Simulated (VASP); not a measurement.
# BN, equation of state: which settings are enough?

BN, F-43m (no. 216), 2 atoms in the cell. PBE; PAW potentials N, B (PBE set). VASP 6.6.1.

Wanted: equilibrium volume within 0.2 %; bulk modulus within 1 %.

What the run is for: equation of state; Accuracy asked: standard.

The series start from Plane-wave cutoff (eV): 520; k-point mesh: 11 × 11 × 11; Volumes: 5 from 0.92 to 1.08; Precision mode (PREC): Accurate; Electronic threshold (eV): 1e-6; Aspherical gradient terms in the spheres (LASPH): yes; Start of each volume: each volume from scratch. Each series keeps the choices made before it, and each single choice may use up half of a tolerance. Times cover all steps of a run.

## Plane-wave cutoff (eV)

| Plane-wave cutoff (eV) | Equilibrium volume (Å³/atom) | Bulk modulus (GPa) | Time (s) |
|---|---|---|---|
| 320 | 5.933 | 399.6 | 8.9 |
| 400 | 5.972 | 369.1 | 12 |
| 460 | 5.961 | 373.8 | 15 |
| 520 | 5.961 | 372.8 | 17 |
| 600 | 5.96 | 373.4 | 16 |
| 700 | 5.959 | 372.7 | 18 |
| 840 (reference) | 5.96 | 372.5 | 28 |

## k-point mesh

| k-point mesh | Equilibrium volume (Å³/atom) | Bulk modulus (GPa) | Time (s) |
|---|---|---|---|
| 4 × 4 × 4 | 5.974 | 373.7 | 7.8 |
| 5 × 5 × 5 | 5.965 | 374.5 | 6.9 |
| 6 × 6 × 6 | 5.962 | 373.1 | 8.1 |
| 7 × 7 × 7 | 5.961 | 373.3 | 7.5 |
| 8 × 8 × 8 | 5.961 | 373.7 | 9.7 |
| 11 × 11 × 11 | 5.961 | 373.8 | 15 |
| 13 × 13 × 13 | 5.961 | 373.6 | 19 |
| 16 × 16 × 16 (reference) | 5.962 | 373.5 | 27 |

## Volumes

| Volumes | Equilibrium volume (Å³/atom) | Bulk modulus (GPa) | Time (s) |
|---|---|---|---|
| 5 from 0.88 to 1.12 | 5.966 | 373.3 | 8.3 |
| 5 from 0.92 to 1.08 | 5.965 | 374.5 | 6.9 |
| 7 from 0.91 to 1.09 (reference) | 5.965 | 374.2 | 12 |

## Precision mode (PREC)

| Precision mode (PREC) | Equilibrium volume (Å³/atom) | Bulk modulus (GPa) | Time (s) |
|---|---|---|---|
| SingleN | 5.968 | 372.5 | 5.8 |
| Normal | 5.966 | 372.8 | 6.2 |
| Accurate (reference) | 5.966 | 373.3 | 8.3 |

## Electronic threshold (eV)

| Electronic threshold (eV) | Equilibrium volume (Å³/atom) | Bulk modulus (GPa) | Time (s) |
|---|---|---|---|
| 0.001 | 5.968 | 372.5 | 4.6 |
| 0.0001 | 5.968 | 372.7 | 5.9 |
| 1e-5 | 5.968 | 372.5 | 6.4 |
| 1e-6 | 5.968 | 372.5 | 5.8 |
| 1e-7 (reference) | 5.968 | 372.5 | 6.5 |

## Aspherical gradient terms in the spheres (LASPH)

| Aspherical gradient terms in the spheres (LASPH) | Equilibrium volume (Å³/atom) | Bulk modulus (GPa) | Time (s) |
|---|---|---|---|
| no | 5.968 | 372.5 | 4.0 |
| yes (reference) | 5.968 | 372.5 | 4.6 |

## Start of each volume

| Start of each volume | Equilibrium volume (Å³/atom) | Bulk modulus (GPa) | Time (s) |
|---|---|---|---|
| each volume from scratch | 5.968 | 372.5 | 4.0 |
| orbitals of the volume before (WAVECAR) | 5.968 | 372.6 | 4.0 |

## Question

The rows run from the loosest to the tightest (no order: start of each volume). For each series: choose the loosest value from which every tighter one stays within half of the tolerance; where there is no order, keep the first row unless others stay within half of the tolerance and take at least 30 % less time, and then take the fastest.

## Answer

- Plane-wave cutoff (eV): 460
- k-point mesh: 5 × 5 × 5
- Volumes: 5 from 0.88 to 1.12
- Precision mode (PREC): SingleN
- Electronic threshold (eV): 0.001
- Aspherical gradient terms in the spheres (LASPH): no
- Start of each volume: each volume from scratch

## All choices together

| Input | Equilibrium volume (Å³/atom) | Bulk modulus (GPa) | Time (s) |
|---|---|---|---|
| the program's defaults (naive) | 5.958 | 360.9 | 4.9 |
| chosen settings | 5.968 | 372.5 | 4.0 |
| reference settings throughout | 5.96 | 372.5 | 71 |

The tolerance is met.

## The input

INCAR:
```
SYSTEM = BN
ALGO     = Normal         ! electronic algorithm
EDIFF    = 0.001          ! SCF threshold, eV
EFERMI   = MIDGAP       
ENCUT    = 460            ! plane-wave cutoff, eV
GGA      = PE             ! functional
GGA_COMPAT= .FALSE.      
ISIF     = 2              ! what is computed and relaxed
ISMEAR   = 0              ! smearing method
LASPH    = .FALSE.        ! aspherical terms in the spheres
LCHARG   = .FALSE.        ! write CHGCAR
LREAL    = .FALSE.        ! projectors in reciprocal space
LWAVE    = .FALSE.        ! write WAVECAR
NELM     = 120            ! most SCF steps
NSW      = 0              ! ionic steps
PREC     = SingleN        ! precision mode
SIGMA    = 0.03           ! smearing width, eV
```

KPOINTS:
```
Automatic mesh
0
Gamma
  5 5 5
  0 0 0
```

POSCAR.step1:
```
BN
1.0
    0.0000000000      1.7373697985      1.7373697985
    1.7373697985      0.0000000000      1.7373697985
    1.7373697985      1.7373697985      0.0000000000
N B
1 1
Direct
    0.2500000000      0.2500000000      0.2500000000
    0.0000000000      0.0000000000      0.0000000000
```

POSCAR.step2:
```
BN
1.0
    0.0000000000      1.7759905947      1.7759905947
    1.7759905947      0.0000000000      1.7759905947
    1.7759905947      1.7759905947      0.0000000000
N B
1 1
Direct
    0.2500000000      0.2500000000      0.2500000000
    0.0000000000      0.0000000000      0.0000000000
```

POSCAR.step3:
```
BN
1.0
    0.0000000000      1.8130010000      1.8130010000
    1.8130010000      0.0000000000      1.8130010000
    1.8130010000      1.8130010000      0.0000000000
N B
1 1
Direct
    0.2500000000      0.2500000000      0.2500000000
    0.0000000000      0.0000000000      0.0000000000
```

POSCAR.step4:
```
BN
1.0
    0.0000000000      1.8485590667      1.8485590667
    1.8485590667      0.0000000000      1.8485590667
    1.8485590667      1.8485590667      0.0000000000
N B
1 1
Direct
    0.2500000000      0.2500000000      0.2500000000
    0.0000000000      0.0000000000      0.0000000000
```

POSCAR.step5:
```
BN
1.0
    0.0000000000      1.8827993998      1.8827993998
    1.8827993998      0.0000000000      1.8827993998
    1.8827993998      1.8827993998      0.0000000000
N B
1 1
Direct
    0.2500000000      0.2500000000      0.2500000000
    0.0000000000      0.0000000000      0.0000000000
```

Commands (each step's output is kept before the next begins):
```
cat potpaw_PBE.64/N/POTCAR potpaw_PBE.64/B/POTCAR > POTCAR
cp POSCAR.step1 POSCAR
mpirun -np 1 vasp_std > vasp.out
cp POSCAR.step2 POSCAR
mpirun -np 1 vasp_std > vasp.out
cp POSCAR.step3 POSCAR
mpirun -np 1 vasp_std > vasp.out
cp POSCAR.step4 POSCAR
mpirun -np 1 vasp_std > vasp.out
cp POSCAR.step5 POSCAR
mpirun -np 1 vasp_std > vasp.out
```

The chosen input took VASP 6.6.1 4.0 s on 1 core (Intel Xeon 6975P-C (Granite Rapids)), a shared host.

## An input that fails: cutoff far too low

It runs to its end, but against the unchanged starting input it is off by 3.6 % in the equilibrium volume, 46 % in the bulk modulus.

Changes against the starting input:
```
(all steps)
- PREC = Accurate
- NELM = 120
- ENCUT = 520
+ PREC = Low
+ NELM = 70
+ ENCUT = 240
```
